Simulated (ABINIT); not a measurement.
Runs of ABINIT 10.8.3 (patched build) on MgS. The structure is cubic, space group F-43m (No. 216). Conventional cell: a = 5.666 Å, b = 5.666 Å, c = 5.666 Å, α = 90.00°, β = 90.00°, γ = 90.00°. S (site symmetry -43m) is surrounded by 4 Mg at 2.45 Å. Around Mg (site symmetry -43m) lie 4 S at 2.45 Å. The cell comes from a database or a generator and needn't be the stable form of this composition.

```csv
task,level,potentials or basis,cell,k mesh,cutoff (eV),smearing,cell freedom (optcell),optimiser (ionmov),cutoff smearing ecutsm (Ha),force stop (Ha/bohr),cutoff of the screening (Ha),mesh quality,gap on the mesh (eV),pressure (GPa),relaxed volume (Å³/atom)
single point,PBEsol,PseudoDojo NC SR PBEsol v0.4.1 standard,as given,6 × 6 × 6,1034,fermi-dirac 0.05 eV,-,-,-,-,-,not flagged,3.28,-0.8,-
relaxation of cell and atoms,LDA,PseudoDojo NC SR LDA v0.4.1 standard,relaxed,6 × 6 × 6,1143,fermi-dirac 0.05 eV,2,2,0.5,2e-05,-,not flagged,(b),0.0,21.91
single point,LDA,PseudoDojo NC SR LDA v0.4.1 standard,as given,6 × 6 × 6,1088,fermi-dirac 0.05 eV,-,-,-,-,-,not flagged,3.17,-2.2,-
phonons,LDA,PseudoDojo NC SR LDA v0.4.1 standard,as given,"4 × 4 × 4, with 4 shifts",1088,fixed,-,-,-,-,-,not flagged,-,-2.2,-
relaxation of cell and atoms,PBEsol,PseudoDojo NC SR PBEsol v0.4.1 standard,relaxed,6 × 6 × 6,1143,fermi-dirac 0.05 eV,2,2,0.5,2e-05,-,not flagged,3.31,0.0,(a)
dielectric tensor,PBEsol,PseudoDojo NC SR PBEsol v0.4.1 standard,as given,"4 × 4 × 4, with 4 shifts",1034,fixed,-,-,-,-,-,not flagged,-,-0.8,-
one-shot levels of the hybrid HSE03,PBEsol,PseudoDojo NC SR PBEsol v0.4.1 standard,as given,6 × 6 × 6,1034,fixed,-,-,-,-,-,not flagged,3.28,-,-
```

Alike in all rows: no spin polarisation.

Question: Fill in the values left out.

Answer: (a) 22.58; (b) 3.35.

Caveats: Libxc's HSE differs a little from that of other programs (some runs); this build's HSE levels may be imprecise (some runs).

A k mesh can miss the band edges.

Not every run made on this cell is shown here.
